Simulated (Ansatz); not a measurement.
Here is an Ansatz 0.2.0 calculation.

The input input.yaml:

```yaml
crystal:
  lattice:
    - [3.238376246, 0.0, 0.0]
    - [0.0, 3.22164332, 0.0]
    - [-0.0804548793, 0.0, 6.4438887882]
  atoms:
    - { symbol: Bi, position: [0.54424725, 0.0, 0.74957789] }
    - { symbol: Bi, position: [0.45575275, 0.0, 0.25042211] }
kpoints:
  mp_grid: { grid: [8, 8, 4] }
  band_path:
    path:
      - [0.0, 0.0, 0.0]
      - [0.0, 0.0, 0.5]
      - [-0.4969406608, 0.0, 0.512346095]
      - [-0.5, 0.0, 0.5]
      - [-0.5, 0.5, 0.5]
      - [-0.5030593392, 0.5, 0.487653905]
      - [-0.5, 0.5, 0.0]
      - [-0.5, 0.0, 0.0]
    npoints: 6
scf:
  occupations: { method: fermi_dirac, width: 0.05 }
hamiltonian:
  xc: lda
  pseudopotentials: { kind: all_electron, lapw: { basis_error: 0.001 } }
output:
  forces: true
  stress: true
  eigenvalues: true
```

Potentials or basis: all-electron LAPW, scalar-relativistic.

Launch:

```bash
$ ansatz run input.yaml --threads 1 --pin off --max-ram 3072MiB --backend cpu --events-out ev --progress --plain --runs-dir out
```

Task: Predict the pressure.

Result: -1.7 GPa.

Task: What does it give for the largest force?

Result: 0.018 eV/Å.

Stress tensor (GPa, compression positive):
```
-1.88  0.00 -0.09
 0.00 -1.14  0.00
-0.09  0.00 -2.11
```

Caveat: spin-orbit coupling is left out, which moves the levels of the heavy elements.
